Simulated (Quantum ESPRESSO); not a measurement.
Input of a Quantum ESPRESSO 7.5 run:

Contents of pw.in:

```
&CONTROL
  calculation = 'scf'
  prefix = 'pwscf'
  outdir = './tmp'
  pseudo_dir = './pseudo'
  tprnfor = .true.
  tstress = .true.
  disk_io = 'low'
/
&SYSTEM
  ibrav = 0
  nat = 2
  ntyp = 2
  ecutwfc = 45
  ecutrho = 360
  nbnd = 15
  occupations = 'smearing'
  smearing = 'fd'
  degauss = 0.00367493
/
&ELECTRONS
  conv_thr = 4d-10
  electron_maxstep = 120
  mixing_beta = 0.5
/
ATOMIC_SPECIES
Hf   178.4900 hf_lda_v1.uspp.F.UPF
N     14.0070 n_lda_v1.2.uspp.F.UPF
CELL_PARAMETERS angstrom
   0.0000000000    2.4548220000    2.4548220000
   2.4548220000    0.0000000000    2.4548220000
   2.4548220000    2.4548220000    0.0000000000
ATOMIC_POSITIONS crystal
Hf     0.0000000000    0.0000000000    0.0000000000
N      0.2500000000    0.2500000000    0.2500000000
K_POINTS automatic
9 9 9 0 0 0
```

The input bands.in:

```
&CONTROL
  calculation = 'bands'
  prefix = 'pwscf'
  outdir = './tmp'
  pseudo_dir = './pseudo'
  disk_io = 'low'
  verbosity = 'high'
/
&SYSTEM
  ibrav = 0
  nat = 2
  ntyp = 2
  ecutwfc = 45
  ecutrho = 360
  nbnd = 15
  occupations = 'smearing'
  smearing = 'fd'
  degauss = 0.00367493
/
&ELECTRONS
  conv_thr = 1d-08
  electron_maxstep = 120
  mixing_beta = 0.5
  diago_full_acc = .true.
  startingwfc = 'random'
/
ATOMIC_SPECIES
Hf   178.4900 hf_lda_v1.uspp.F.UPF
N     14.0070 n_lda_v1.2.uspp.F.UPF
CELL_PARAMETERS angstrom
   0.0000000000    2.4548220000    2.4548220000
   2.4548220000    0.0000000000    2.4548220000
   2.4548220000    2.4548220000    0.0000000000
ATOMIC_POSITIONS crystal
Hf     0.0000000000    0.0000000000    0.0000000000
N      0.2500000000    0.2500000000    0.2500000000
K_POINTS crystal
60
 0.0000000000  0.0000000000  0.0000000000 1
 0.0625000000  0.0000000000  0.0625000000 1
 0.1250000000  0.0000000000  0.1250000000 1
 0.1875000000  0.0000000000  0.1875000000 1
 0.2500000000  0.0000000000  0.2500000000 1
 0.3125000000  0.0000000000  0.3125000000 1
 0.3750000000  0.0000000000  0.3750000000 1
 0.4375000000  0.0000000000  0.4375000000 1
 0.5000000000  0.0000000000  0.5000000000 1
 0.5000000000  0.0625000000  0.5625000000 1
 0.5000000000  0.1250000000  0.6250000000 1
 0.5000000000  0.1875000000  0.6875000000 1
 0.5000000000  0.2500000000  0.7500000000 1
 0.4375000000  0.3125000000  0.7500000000 1
 0.3750000000  0.3750000000  0.7500000000 1
 0.3375000000  0.3375000000  0.6750000000 1
 0.3000000000  0.3000000000  0.6000000000 1
 0.2625000000  0.2625000000  0.5250000000 1
 0.2250000000  0.2250000000  0.4500000000 1
 0.1875000000  0.1875000000  0.3750000000 1
 0.1500000000  0.1500000000  0.3000000000 1
 0.1125000000  0.1125000000  0.2250000000 1
 0.0750000000  0.0750000000  0.1500000000 1
 0.0375000000  0.0375000000  0.0750000000 1
 0.0000000000  0.0000000000  0.0000000000 1
 0.0625000000  0.0625000000  0.0625000000 1
 0.1250000000  0.1250000000  0.1250000000 1
 0.1875000000  0.1875000000  0.1875000000 1
 0.2500000000  0.2500000000  0.2500000000 1
 0.3125000000  0.3125000000  0.3125000000 1
 0.3750000000  0.3750000000  0.3750000000 1
 0.4375000000  0.4375000000  0.4375000000 1
 0.5000000000  0.5000000000  0.5000000000 1
 0.5250000000  0.4500000000  0.5250000000 1
 0.5500000000  0.4000000000  0.5500000000 1
 0.5750000000  0.3500000000  0.5750000000 1
 0.6000000000  0.3000000000  0.6000000000 1
 0.6250000000  0.2500000000  0.6250000000 1
 0.5833333333  0.2500000000  0.6666666667 1
 0.5416666667  0.2500000000  0.7083333333 1
 0.5000000000  0.2500000000  0.7500000000 1
 0.5000000000  0.2857142857  0.7142857143 1
 0.5000000000  0.3214285714  0.6785714286 1
 0.5000000000  0.3571428571  0.6428571429 1
 0.5000000000  0.3928571429  0.6071428571 1
 0.5000000000  0.4285714286  0.5714285714 1
 0.5000000000  0.4642857143  0.5357142857 1
 0.5000000000  0.5000000000  0.5000000000 1
 0.4821428571  0.4821428571  0.5357142857 1
 0.4642857143  0.4642857143  0.5714285714 1
 0.4464285714  0.4464285714  0.6071428571 1
 0.4285714286  0.4285714286  0.6428571429 1
 0.4107142857  0.4107142857  0.6785714286 1
 0.3928571429  0.3928571429  0.7142857143 1
 0.3750000000  0.3750000000  0.7500000000 1
 0.6250000000  0.2500000000  0.6250000000 1
 0.5937500000  0.1875000000  0.5937500000 1
 0.5625000000  0.1250000000  0.5625000000 1
 0.5312500000  0.0625000000  0.5312500000 1
 0.5000000000  0.0000000000  0.5000000000 1
```

Potentials or basis: GBRV 1.5 LDA.

Launch:

```console
$ OMP_NUM_THREADS=1 mpirun -n 2 pw.x -nk 2 -in pw.in > pw.out
$ OMP_NUM_THREADS=1 mpirun -n 2 pw.x -nk 2 -in bands.in > bands.out
```

Predict the pressure.

-9.6 GPa.

Predict the band gap on the k mesh.

none (metal or under the smearing width).

Levels at the corners of the path, in eV from the Fermi level:
```
point  band 6  band 7  band 8  band 9  band 10  band 11  band 12  band 13
    Γ   -5.45   -5.45   -5.45   -0.64     2.15     2.15     6.55     6.55
    X   -6.92   -3.59   -3.59   -1.11     2.10     3.94     4.63     4.63
    W   -5.64   -5.13   -3.55   -1.26     1.35     3.52     5.03     6.52
    K   -6.20   -4.24   -3.98   -1.13     2.14     2.60     5.70     5.86
    Γ   -5.45   -5.45   -5.45   -0.64     2.15     2.15     6.55     6.55
    L   -5.70   -4.87   -4.87    1.55     2.65     2.65     4.21     5.22
    U   -6.20   -4.24   -3.98   -1.13     2.14     2.60     5.70     5.86
    W   -5.64   -5.13   -3.55   -1.26     1.35     3.52     5.03     6.52
    L   -5.70   -4.87   -4.87    1.55     2.65     2.65     4.21     5.22
    K   -6.20   -4.24   -3.98   -1.13     2.14     2.60     5.70     5.86
    U   -6.20   -4.24   -3.98   -1.13     2.14     2.60     5.70     5.86
    X   -6.92   -3.59   -3.59   -1.11     2.10     3.94     4.63     4.63
```

Caveat: spin-orbit coupling is left out, which moves the levels of the heavy elements.
